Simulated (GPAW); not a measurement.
# Does VGa15As16 (GaAs32 V1) carry moments in GPAW?, part 2 of 2

Wanted: the moments of VGa15As16 (GaAs32 V1) and the energy gained by spin polarisation.

GPAW 26.7.0; PBE; plane waves with GPAW's PAW setups, scalar-relativistic.

So far. Step 2 (Start 1: ferro +): After 30 cycles the largest moment stands at 1.75 μB.

## (3) Order 2, typed as no spin polarisation

A run without seeds gives the energy of the state without moments.

Contents of nospin.py:

```python
import json
import numpy as np
from ase import Atoms
from ase.parallel import paropen, parprint
from gpaw import GPAW

atoms = Atoms(['V', 'As', 'Ga', 'As', 'Ga', 'As', 'Ga', 'As', 'Ga', 'As', 'Ga', 'As', 'Ga', 'As', 'Ga', 'As', 'Ga', 'As', 'Ga', 'As', 'Ga', 'As', 'Ga', 'As', 'Ga', 'As', 'Ga', 'As', 'Ga', 'As', 'Ga', 'As'],
    cell=[[11.306, 0.0, 0.0],
         [0.0, 11.306, 0.0],
         [0.0, 0.0, 5.653]],
    scaled_positions=[[0.0, 0.0, 0.0],
         [0.125, 0.125, 0.25],
         [0.0, 0.25, 0.5],
         [0.125, 0.375, 0.75],
         [0.25, 0.0, 0.5],
         [0.375, 0.125, 0.75],
         [0.25, 0.25, 0.0],
         [0.375, 0.375, 0.25],
         [0.0, 0.5, 0.0],
         [0.125, 0.625, 0.25],
         [0.0, 0.75, 0.5],
         [0.125, 0.875, 0.75],
         [0.25, 0.5, 0.5],
         [0.375, 0.625, 0.75],
         [0.25, 0.75, 0.0],
         [0.375, 0.875, 0.25],
         [0.5, 0.0, 0.0],
         [0.625, 0.125, 0.25],
         [0.5, 0.25, 0.5],
         [0.625, 0.375, 0.75],
         [0.75, 0.0, 0.5],
         [0.875, 0.125, 0.75],
         [0.75, 0.25, 0.0],
         [0.875, 0.375, 0.25],
         [0.5, 0.5, 0.0],
         [0.625, 0.625, 0.25],
         [0.5, 0.75, 0.5],
         [0.625, 0.875, 0.75],
         [0.75, 0.5, 0.5],
         [0.875, 0.625, 0.75],
         [0.75, 0.75, 0.0],
         [0.875, 0.875, 0.25]],
    pbc=True)
atoms.calc = GPAW(mode={'name': 'pw', 'ecut': 450},
    xc='PBE',
    kpts={'size': (3, 3, 5), 'gamma': True},
    occupations={'name': 'fermi-dirac', 'width': 0.05},
    convergence={'density': 1e-05, 'energy': 1e-05},
    maxiter=200,
    mixer={'name': 'pulay', 'beta': 0.05, 'nmaxold': 6, 'weight': 50},
    symmetry={'tolerance': 1e-4},
    txt='nospin.txt')
e = atoms.get_potential_energy(force_consistent=True)
res = {'free_energy': e, 'energy_sigma0': atoms.get_potential_energy(), 'fermi_energy': atoms.calc.get_fermi_level()}
parprint(f'free energy: {e:.6f} eV')
atoms.calc.write('nospin.gpw')
with paropen('results.json', 'w') as f:
    json.dump(res, f)
```

Command:

```sh
> OMP_NUM_THREADS=1 mpirun -n 4 gpaw python nospin.py > nospin.log
```

Numbers of over 12 decimals in the logs are rounded to 6 here.

Output:

```text
free energy: -135.469482 eV

--- nospin.txt ---
Input parameters:
  mode=PW(ecut=450),
  convergence={'density': 1e-05, 'energy': 1e-05},
  kpts=MonkhorstPack(size=(3, 3, 5), gamma=True),
  maxiter=200,
  mixer=Pulay(name='pulay', nmaxold=6, beta=0.05, weight=50, sigma=0.015, g_ss=None),
  occupations=Occupations(name='fermi-dirac', width=0.05),
  symmetry=Symmetry(tolerance=0.0001),
  xc=XC(name='PBE')

Diagonalizing LCAO Hamiltonian
Converting LCAO to pw mode
        .---------------------------.
       /|                           |
      / |                           |
     /  |  As            As         |
    /   |       As            As    |
   /  Ga|           Ga              |
  /    As         As As         As  |
 *      .--Ga-------------Ga--------.
 |     / As As         As As       /
 | Ga /      Ga  Ga        Ga     /
 |   Ga Ga    As   Ga Ga    As   /
 |  /As            As           /
 | /      Ga            Ga     /
 |/                           /
 V-------------Ga------------*

Atoms  # Å, Bohr magnetons
|    | symbol |        x |        y |        z |    initial magnetic moments |
|----|--------|----------|----------|----------|-----------------------------|
|  0 |      V | 0.000000 | 0.000000 | 0.000000 | ( 0.0000,  0.0000,  0.0000) |
|  1 |     As | 1.413250 | 1.413250 | 1.413250 | ( 0.0000,  0.0000,  0.0000) |
|  2 |     Ga | 0.000000 | 2.826500 | 2.826500 | ( 0.0000,  0.0000,  0.0000) |
|  3 |     As | 1.413250 | 4.239750 | 4.239750 | ( 0.0000,  0.0000,  0.0000) |
|  4 |     Ga | 2.826500 | 0.000000 | 2.826500 | ( 0.0000,  0.0000,  0.0000) |
|  5 |     As | 4.239750 | 1.413250 | 4.239750 | ( 0.0000,  0.0000,  0.0000) |
|  6 |     Ga | 2.826500 | 2.826500 | 0.000000 | ( 0.0000,  0.0000,  0.0000) |
|  7 |     As | 4.239750 | 4.239750 | 1.413250 | ( 0.0000,  0.0000,  0.0000) |
|  8 |     Ga | 0.000000 | 5.653000 | 0.000000 | ( 0.0000,  0.0000,  0.0000) |
|  9 |     As | 1.413250 | 7.066250 | 1.413250 | ( 0.0000,  0.0000,  0.0000) |
| 10 |     Ga | 0.000000 | 8.479500 | 2.826500 | ( 0.0000,  0.0000,  0.0000) |
| 11 |     As | 1.413250 | 9.892750 | 4.239750 | ( 0.0000,  0.0000,  0.0000) |
| 12 |     Ga | 2.826500 | 5.653000 | 2.826500 | ( 0.0000,  0.0000,  0.0000) |
| 13 |     As | 4.239750 | 7.066250 | 4.239750 | ( 0.0000,  0.0000,  0.0000) |
| 14 |     Ga | 2.826500 | 8.479500 | 0.000000 | ( 0.0000,  0.0000,  0.0000) |
| 15 |     As | 4.239750 | 9.892750 | 1.413250 | ( 0.0000,  0.0000,  0.0000) |
| 16 |     Ga | 5.653000 | 0.000000 | 0.000000 | ( 0.0000,  0.0000,  0.0000) |
| 17 |     As | 7.066250 | 1.413250 | 1.413250 | ( 0.0000,  0.0000,  0.0000) |
| 18 |     Ga | 5.653000 | 2.826500 | 2.826500 | ( 0.0000,  0.0000,  0.0000) |
| 19 |     As | 7.066250 | 4.239750 | 4.239750 | ( 0.0000,  0.0000,  0.0000) |
| 20 |     Ga | 8.479500 | 0.000000 | 2.826500 | ( 0.0000,  0.0000,  0.0000) |
| 21 |     As | 9.892750 | 1.413250 | 4.239750 | ( 0.0000,  0.0000,  0.0000) |
| 22 |     Ga | 8.479500 | 2.826500 | 0.000000 | ( 0.0000,  0.0000,  0.0000) |
| 23 |     As | 9.892750 | 4.239750 | 1.413250 | ( 0.0000,  0.0000,  0.0000) |
| 24 |     Ga | 5.653000 | 5.653000 | 0.000000 | ( 0.0000,  0.0000,  0.0000) |
| 25 |     As | 7.066250 | 7.066250 | 1.413250 | ( 0.0000,  0.0000,  0.0000) |
| 26 |     Ga | 5.653000 | 8.479500 | 2.826500 | ( 0.0000,  0.0000,  0.0000) |
| 27 |     As | 7.066250 | 9.892750 | 4.239750 | ( 0.0000,  0.0000,  0.0000) |
| 28 |     Ga | 8.479500 | 5.653000 | 2.826500 | ( 0.0000,  0.0000,  0.0000) |
| 29 |     As | 9.892750 | 7.066250 | 4.239750 | ( 0.0000,  0.0000,  0.0000) |
| 30 |     Ga | 8.479500 | 8.479500 | 0.000000 | ( 0.0000,  0.0000,  0.0000) |
| 31 |     As | 9.892750 | 9.892750 | 1.413250 | ( 0.0000,  0.0000,  0.0000) |

Unit cell  # Å
| periodic |         x |         y |        z |   lengths |    angles |
|----------|-----------|-----------|----------|-----------|-----------|
|      yes | 11.306000 |  0.000000 | 0.000000 | 11.306000 | 90.000000 |
|      yes |  0.000000 | 11.306000 | 0.000000 | 11.306000 | 90.000000 |
|      yes |  0.000000 |  0.000000 | 5.653000 |  5.653000 | 90.000000 |

Number of symmetries: 8

BZ-sampling:
  Number of BZ points: 45
  Number of IBZ points: 9

  Monkhorst-Pack size: [3, 3, 5]
  Monkhorst-Pack shift: [0, 0, 0]

Plane wave coefficients: 15715
Cutoff: 450.000000 eV

Spin-components: 1 (collinear spins)
Bands:           87
Projectors:      161
Spin-degeneracy: 2
Datatype:        complex128

Parallelization:
  kpt:    2
  domain: 2
  band:   1

Density:
  Valence electrons: 138.0
  Components: 1
  Grid points: [56 56 28]
  Charge: 0.0  # |e|

Potential:
  Grid points: [56 56 28]

[... setups left out ...]
Reference energy: -1803138.146099  # eV

eigensolver:
  PPCG
  Converge bands: occupied
  niter=2

density mixing:
  Pulay-Mixer
  Linear mixing parameters: 0.05
  Old densities: 6
  Fourier metric: weight=50, sigma=0.015

occupation numbers:
  Fermi-Dirac:
    width: 0.0500  # eV

poisson solver:
  ecut: 3600.000000  # eV

xc functional:
  name: PBE with 2 nearest neighbor stencil

convergence criteria:
- Maximum integral of absolute [dens]ity change: 1e-05 electrons / valence electron
- Maximum [total energy] change in last 3 cyles: 1e-05 eV / valence electron
- Maximum integral of absolute [eigenst]ate change: 4e-08 eV^2 / valence electron
maximum number of iterations: 200

SCF iterations
|iter     |      energy | eigst |  dens |
|---------|-------------|-------|-------|
|iter:   1|       0s | -137.220230 | +0.04 |       |
|iter:   2|       4s | -136.674935 | -1.36 | -0.91 |
|iter:   3|       7s | -136.309001 | -2.06 | -0.96 |
|iter:   4|      11s | -135.460453 | -1.04 | -1.00 |
|iter:   5|      14s | -135.431909 | -2.43 | -1.43 |
|iter:   6|      18s | -135.468849 | -2.04 | -1.45 |
|iter:   7|      22s | -135.442225 | -3.14 | -2.10 |
|iter:   8|      25s | -135.429901 | -2.69 | -2.11 |
|iter:   9|      29s | -135.428893 | -4.18 | -2.54 |
|iter:  10|      33s | -135.427561 | -4.43 | -2.55 |
|iter:  11|      36s | -135.427241 | -4.42 | -2.58 |
|iter:  12|      40s | -135.427183c| -4.79 | -2.66 |
|iter:  13|      44s | -135.427068c| -5.02 | -2.82 |
|iter:  14|      47s | -135.427111c| -5.46 | -2.99 |
|iter:  15|      51s | -135.427132c| -5.41 | -3.09 |
|iter:  16|      55s | -135.427154c| -5.72 | -3.47 |
|iter:  17|      58s | -135.427144c| -6.28 | -3.59 |
|iter:  18|      62s | -135.427146c| -7.36 | -3.72 |
|iter:  19|      66s | -135.427158c| -6.67 | -3.76 |
|iter:  20|      70s | -135.427157c| -7.25 | -3.99 |
|iter:  21|      73s | -135.427160c| -7.69c| -4.06 |
|iter:  22|      74s | -135.427162c| -7.74c| -4.18 |
|iter:  23|      77s | -135.427161c| -7.68c| -4.24 |
|iter:  24|      79s | -135.427161c| -7.77c| -4.44 |
|iter:  25|      81s | -135.427161c| -7.94c| -4.69 |
|iter:  26|      83s | -135.427162c| -8.39c| -4.84 |
|iter:  27|      85s | -135.427162c| -8.42c| -4.90 |
|iter:  28|      87s | -135.427161c| -8.61c| -5.12c|

Converged in 28 steps
Energy contributions relative to reference atoms: (reference = -1803138.146099)

Energy contributions:
  Kinetic:         417.324464
  Coulomb:        -370.383422
  Zero:              0.384301
  External:          0.000000
  Xc:             -182.710184
  Entropy:          -0.084641
  Spinorbit:         0.000000
  ----------------------------
  Free energy:    -135.469482
  Extrapolated:   -135.427161

dipole moment: (-113.666690, -113.666690, -114.564746)  # |e|*Ang

Fermi level: 5.461
Eigenvalues  # (at kpt = [0.000, 0.000, 0.000])
| band index |      eig [eV] | occ [0-2] |
|------------|---------------|-----------|
|          0 |       -59.009 |     2.000 |
|        ... |               |           |
|         62 |         3.672 |     2.000 |
|         63 |         3.672 |     2.000 |
|         64 |         3.711 |     2.000 |
|         65 |         4.594 |     2.000 |
|         66 |         4.633 |     2.000 |
|         67 |         4.633 |     2.000 |
|         68 |         5.239 |     1.977 |
|         69 |         5.256 |     1.967 |
|         70 |         5.673 |     0.029 |
|         71 |         6.137 |     0.000 |
|         72 |         6.206 |     0.000 |
|         73 |         6.206 |     0.000 |
|         74 |         6.731 |     0.000 |
|         75 |         6.731 |     0.000 |
|         76 |         6.734 |     0.000 |
|         77 |         6.786 |     0.000 |
|        ... |               |           |
|         86 |         8.020 |     0.000 |

No gap
No difference between direct/indirect transitions
```

The job ended after 96 s (4 MPI ranks of AMD EPYC 9B45 (Zen 5), shared host; peak memory 1.5 GiB).

Numbers from this step:

```
final state : non-magnetic (no spin polarisation)
```

It lies 653 meV a seeded atom over the first start.

## (4) Energies of the orders

These are free energies at a smearing of 0.05 eV, so its entropy term is in the differences. They are divided by the number of seeded atoms, so that cells of unlike size compare.

Orders:

```tsv
start	final state	typed order kept	energy over the lowest (meV a seeded atom)	largest site moment (μB)	net moment (μB a primitive cell)	mesh matched	CPU time (s)
ferro +	ferromagnetic	yes	0	1.746	2	yes	762.8
no spin polarisation	non-magnetic	-	653.1	0	0	yes	381.8
```

## (5) Outcome

```
lower run                          : with moments
largest site moment                : 1.75 μB
energy gained by spin polarisation : 653 meV a seeded atom
```

**Reading.** The crystal holds moments, up to 1.75 μB, and gains 653 meV a seeded atom by them. No antiferromagnetic order was tried, so the session says nothing on how the moments order.

[Logs and program files are shortened in this print: banners, set-up blocks, solver, clock and traceback lines can be left out without a mark of their own.]

[Logs are printed without paths, hosts, clocks, repeated set-up lines and the standing remarks that a program may print on its own settings, such as how far it seeks lower states.]

[Hosts, paths, dates, database ids (printed as entryN), source tags and the programs' standing remarks are cut or masked in the printed files.]

[Where a cell is said to come from a database of computed structures, the database is the Materials Project.]
